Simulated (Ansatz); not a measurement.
# Bi: the cost of one run

Program: Ansatz 0.2.0. Level of theory: DFT PBE, scalar-relativistic, plane waves, PAW. These are calculated values, not measurements.

## (1) The system as given

It takes space group P2_1/m (No. 11, monoclinic). The conventional cell has a = 4.658 Å, b = 4.526 Å, c = 6.521 Å, α = 90.00°, β = 93.04°, γ = 90.00°. Bi (site symmetry m) has 6 Bi at 3.24 to 3.26 Å as nearest neighbours.

Cell or atoms stand a little off a more symmetric structure (Pm-3m at a tolerance of 0.3 Å), so results at this geometry aren't those of that ideal crystal.

Structure file:

```
Bi
1.0
     4.65841    0.00000    0.00000
     0.00000    4.52639    0.00000
    -0.34597    0.00000    6.51195
Bi
4
Direct
  0.75011 0.75000 0.75112
  0.24989 0.25000 0.24888
  0.74863 0.75000 0.25127
  0.25137 0.25000 0.74873
```

The structure comes from the Materials Project (structure only).

## (2) One atom moved

The change: atom 1 (Bi) moved by 0.38 Å.

Contents of input.yaml:

```yaml
crystal:
  lattice:
    - [4.6584121839, 0.0, 0.0]
    - [0.0, 4.52638858, 0.0]
    - [-0.3459734563, 0.0, 6.5119480672]
  atoms:
    - { symbol: Bi, position: [0.8306118419, 0.75, 0.75111967] }
    - { symbol: Bi, position: [0.24988769, 0.25, 0.24888033] }
    - { symbol: Bi, position: [0.74862508, 0.75, 0.25126662] }
    - { symbol: Bi, position: [0.25137492, 0.25, 0.74873338] }
basis:
  ecutwfc: 420
kpoints:
  mp_grid: { grid: [10, 10, 8] }
hamiltonian:
  xc: pbe
scf:
  occupations: { method: gaussian, width: 0.1 }
output:
  forces: true
  stress: true
  eigenvalues: true
```

Command:

```bash
$ ansatz run input.yaml --threads 1 --pin off --max-ram 1331MiB --backend cpu --events-out ev --progress --plain --runs-dir out
```

**Question.** How long does this run take on 1 thread of an Arm CPU, shared host, and how much memory does it need?

About 2.1 min, with a peak of 0.97 GiB.
